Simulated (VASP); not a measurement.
# SnSe2 (P-3m1) in VASP: notebook

The runs below take SnSe2 through single point, with LDA.

Everything below comes from runs of VASP 6.6.1. Logs are shortened: lines on timing, memory, paths and dates and some standing lists are left out, and cuts for length are marked.

### 1 The structure

Symmetry: P-3m1, No. 164, trigonal system. Conventional cell: a = 3.811 Å, b = 3.811 Å, c = 6.136 Å, α = 90.00°, β = 90.00°, γ = 120.00°. Sn (site symmetry -3m) is surrounded by 6 Se at 2.68 Å. Around Se (site symmetry 3m) lie 3 Sn at 2.68 Å.

### 2 Single point, LDA

INCAR

```
SYSTEM = SnSe2
PREC     = Accurate       ! precision mode
ENCUT    = 450            ! plane-wave cutoff, eV
EDIFF    = 1E-7           ! SCF threshold, eV
ISMEAR   = 0              ! smearing method
SIGMA    = 0.05           ! smearing width, eV
LREAL    = .False.        ! projectors in reciprocal space
LASPH    = .True.         ! aspherical terms in the spheres
NELM     = 100            ! most SCF steps
ALGO     = Normal         ! electronic algorithm
ISIF     = 2              ! what is computed and relaxed
LWAVE    = .False.        ! write WAVECAR
LCHARG   = .False.        ! write CHGCAR
NBANDS   = 20             ! bands
ADDGRID  = .False.
```

KPOINTS

```
regular mesh
0
Gamma
  7 7 4
  0 0 0
```

POSCAR

```
SnSe2
1.0
    3.8110000000      0.0000000000      0.0000000000
   -1.9055000000      3.3004228138      0.0000000000
    0.0000000000      0.0000000000      6.1360000000
Sn Se
1 2
Direct
    0.0255860000      0.0074750000      0.0043360000
    0.6613810000      0.3516810000      0.7467700000
    0.3595740000      0.6870860000      0.2661230000
```

Potentials or basis: VASP PAW LDA potentials, release 64 (Sn_d, Se).

Command:

```bash
$ cat potpaw_LDA.64/Sn_d/POTCAR potpaw_LDA.64/Se/POTCAR > POTCAR
$ mpirun -np 1 vasp_std > vasp.out
```

OUTCAR:

```text
SYSTEM = SnSe2
   PREC = Accurate
   ENCUT = 450
   EDIFF = 1E-7
   ISMEAR = 0
   LREAL = .False.
   LASPH = .True.
   NELM = 100
   ISIF = 2

 Found     99 irreducible k-points:

 Following reciprocal coordinates:
            Coordinates               Weight
  0.000000  0.000000  0.000000      1.000000
  0.142857  0.000000  0.000000      2.000000
  0.000000  0.142857  0.000000      2.000000
 -0.142857  0.142857  0.000000      2.000000
  0.285714 -0.000000  0.000000      2.000000
  0.000000  0.285714  0.000000      2.000000
   k-points           NKPTS =     99   k-points in BZ     NKDIM =     99   number of bands    NBANDS=     20
   number of dos      NEDOS =    301   number of ions     NIONS =      3
   total plane-waves  NPLWV =  32928
   dimension x,y,z NGX =    28 NGY =   28 NGZ =   42
   dimension x,y,z NGXF=    56 NGYF=   56 NGZF=   84
   ions per type =               1   2
   NGX,Y,Z   is equivalent  to a cutoff of  12.21, 12.21, 11.38 a.u.
   NGXF,Y,Z  is equivalent  to a cutoff of  24.43, 24.43, 22.76 a.u.
 SYSTEM =  SnSe2
   PREC   = accura    normal or accurate (medium, high low for compatibility)
   ISTART =      0    job   : 0-new  1-cont  2-samecut
   ICHARG =      2    charge: 1-file 2-atom 10-const
   ISPIN  =      1    spin polarized calculation?
   LNONCOLLINEAR =      F non collinear calculations
   LSORBIT =      F    spin-orbit coupling
   LASPH  =      T    aspherical Exc in radial PAW
   ENCUT  =  450.0 eV  33.07 Ry    5.75 a.u.   6.59  6.59 10.61*2*pi/ulx,y,z
   NELM   =    100;   NELMIN=  2; NELMDL= -5     # of ELM steps
   EDIFF  = 0.1E-06   stopping-criterion for ELM
   LREAL  =      F    real-space projection
   EDIFFG = 0.1E-05   stopping-criterion for IOM
   NSW    =      0    number of steps for IOM
   IBRION =     -1    ionic relax: 0-MD 1-quasi-New 2-CG
   NFREE  =      0    steps in history (QN), initial steepest desc. (CG)
   ISIF   =      2    stress and relaxation
   ISYM   =      2    0-nonsym 1-usesym 2-fastsym
   POTIM  = 0.5000    time-step for ionic-motion
   TEBEG  =    0.0;   TEEND  =   0.0 temperature during run
   PSTRESS=    0.0 pullay stress
   NELECT =      26.0000    total number of electrons
   NUPDOWN=      -1.0000    fix difference up-down
   EMIN   =  10.00;   EMAX   =-10.00  energy-range for DOS
   EFERMI =   0.00;   METHOD = LEGACY
   ISMEAR =     0;   SIGMA  =   0.05  broadening in eV -4-tet -1-fermi 0-gaus
   EFERMI_NEDOS =   21; number of points for ismear=-14 and -15
   IALGO  =     38    algorithm
   IMIX   =      4    mixing-type and parameters
     AMIX     =   0.40;   BMIX     =  1.00
     AMIX_MAG =   1.60;   BMIX_MAG =  1.00
  volume/ion in A,a.u.               =      25.73       173.61
  Fermi-wavevector in a.u.,A,eV,Ry     =   1.139116  2.152617 17.654722  1.297585
  Thomas-Fermi vector in A             =   2.275820
   LORBIT       =      0    0 simple, 1 ext, 2 COOP (PROOUT), +10 PAW based schemes
   GGA     = CA    functional components
   LHFCALC =     F    Hartree Fock is set to
   AEXX    =    0.0000 exact exchange contribution
   IVDW    =     0    specifies the selected vdW correction
   LEPSILON=     F    determine dielectric tensor
   LRPA    =     F    only Hartree local field effects (RPA)
 non-spin polarized calculation
 Gauss-broadening in eV      SIGMA  =   0.05
  energy-cutoff  :      450.00
  volume of cell :       77.18
 maximum number of plane-waves:      1701
   NGX = 13   NGY = 13   NGZ = 21

 number of electron      26.0000001 magnetization

 Free energy of the ion-electron system (eV)
  ---------------------------------------------------
  ext. energy  EPLUGINS =         0.00000000
  ---------------------------------------------------
  free energy    TOTEN  =       -13.74303367 eV

  energy without entropy =      -13.74303367  energy(sigma->0) =      -13.74303367

 E-fermi :   4.4399     XC(G=0):  -9.8260

 val. band max:        4.1622678241   @ k =   0.1429   0.0000   0.2500
 cond. band min:       4.6593078085   @ k =  -0.4286   0.4286   0.5000
 fundamental gap:      0.4970399844
 Fermi energy:         4.4399107121

 k-point     1 :       0.0000    0.0000    0.0000
  band No.  band energies     occupation
      1     -17.0558      2.00000
      2     -17.0517      2.00000
      3     -17.0105      2.00000
      4     -16.9999      2.00000
      5     -16.9991      2.00000
      6      -9.7593      2.00000
[... 12 lines left out ...]
     19      13.0667      0.00000
     20      13.2497      0.00000

 k-point     2 :       0.1429    0.0000    0.0000
  band No.  band energies     occupation
      1     -17.0651      2.00000
      2     -17.0441      2.00000
      3     -17.0083      2.00000
      4     -17.0007      2.00000
      5     -16.9985      2.00000
      6      -9.5604      2.00000
[... 12 lines left out ...]
     19      12.1888      0.00000
     20      13.3201      0.00000

 k-point     3 :       0.0000    0.1429    0.0000
  band No.  band energies     occupation
      1     -17.0615      2.00000
      2     -17.0475      2.00000
      3     -17.0066      2.00000
      4     -17.0027      2.00000
      5     -16.9982      2.00000
      6      -9.5601      2.00000
[... 12 lines left out ...]
     19      12.2775      0.00000
     20      13.2523      0.00000

 k-point     4 :      -0.1429    0.1429    0.0000
  band No.  band energies     occupation
      1     -17.0616      2.00000
      2     -17.0469      2.00000
      3     -17.0052      2.00000
      4     -17.0049      2.00000
      5     -16.9978      2.00000
      6      -9.5611      2.00000
[... 12 lines left out ...]
     19      12.3541      0.00000
     20      13.2612      0.00000

 k-point     5 :       0.2857   -0.0000    0.0000
  band No.  band energies     occupation
      1     -17.0881      2.00000
      2     -17.0323      2.00000
      3     -17.0171      2.00000
      4     -16.9923      2.00000
      5     -16.9862      2.00000
      6      -9.0107      2.00000
[... 12 lines left out ...]
     19      12.4712      0.00000
     20      13.8483      0.00000

 k-point     6 :       0.0000    0.2857    0.0000
  band No.  band energies     occupation
      1     -17.0835      2.00000
      2     -17.0363      2.00000
      3     -17.0153      2.00000
      4     -16.9936      2.00000
      5     -16.9867      2.00000
      6      -9.0078      2.00000
[... 12 lines left out ...]
     19      12.5552      0.00000
     20      13.7099      0.00000

 [... further k-points ...]

------------------------ aborting loop because EDIFF is reached ----------------------------------------

  FORCE on cell =-STRESS in cart. coord.  units (eV):
  Direction    XX          YY          ZZ          XY          YZ          ZX
  --------------------------------------------------------------------------------------
  -------------------------------------------------------------------------------------
  Total       -0.4739176     -0.5048037     -0.7159585      0.0889752     -0.1067884     -0.5230003
  in kB       -9.8382883    -10.4794677    -14.8629333      1.8470806     -2.2168724    -10.8572192
  external PRESSURE =     -11.7268964 kB  Pullay stress =       0.0000000 kB

 VOLUME and BASIS-vectors are now :
 -----------------------------------------------------------------------------
  energy-cutoff  :      450.00
  volume of cell :       77.18
      direct lattice vectors                 reciprocal lattice vectors
     3.811000000  0.000000000  0.000000000     0.262398321  0.151495741  0.000000000
    -1.905500000  3.300422814  0.000000000     0.000000000  0.302991482  0.000000000
     0.000000000  0.000000000  6.136000000     0.000000000  0.000000000  0.162972621

 POSITION                                       TOTAL-FORCE (eV/Angst)
 -----------------------------------------------------------------------------------
      0.08326      0.02467      0.02661        -0.379196      0.114116      0.273766
      1.85039      1.16070      4.58218         0.405910     -0.023007     -0.056651
      0.06109      2.26767      1.63293        -0.026715     -0.091109     -0.217115
 -----------------------------------------------------------------------------------
    total drift:                               -0.000095     -0.000176      0.000402

  FREE ENERGIE OF THE ION-ELECTRON SYSTEM (eV)
  ---------------------------------------------------
  free  energy   TOTEN  =       -13.7430336731 eV

  energy  without entropy=      -13.7430336731  energy(sigma->0) =      -13.74303367
```

stdout:

```text
POSCAR found type information on POSCAR SnSe
 POSCAR found :  2 types and       3 ions
 scaLAPACK will be used
 LDA part: xc-table for (Slater(with rela. corr.)+CA(PZ))
 , standard interpolation
 POSCAR, INCAR and KPOINTS ok, starting setup
 FFT: planning ... GRIDC
 FFT: planning ... GRID_SOFT
 FFT: planning ... GRID
 WAVECAR not read
 entering main loop
```

Run time: 51 s. Hardware: 1 thread of Intel Xeon 6975P-C (Granite Rapids), shared host; peak memory 0.23 GiB.

These settings aren't checked as converged: the numbers below hold their error.

Results:

- Free energy: -13.7430 eV
- Pressure: -1.2 GPa
- Largest force: 0.481 eV/Å
- Band gap on the k mesh: 0.50 eV, indirect (least direct gap 0.86 eV)

Caveat: spin-orbit coupling is left out, which moves the levels of the heavy elements; an odd mesh through Γ misses points on the zone boundary, where band edges often lie.

(Part 1 of 2 ends here.)
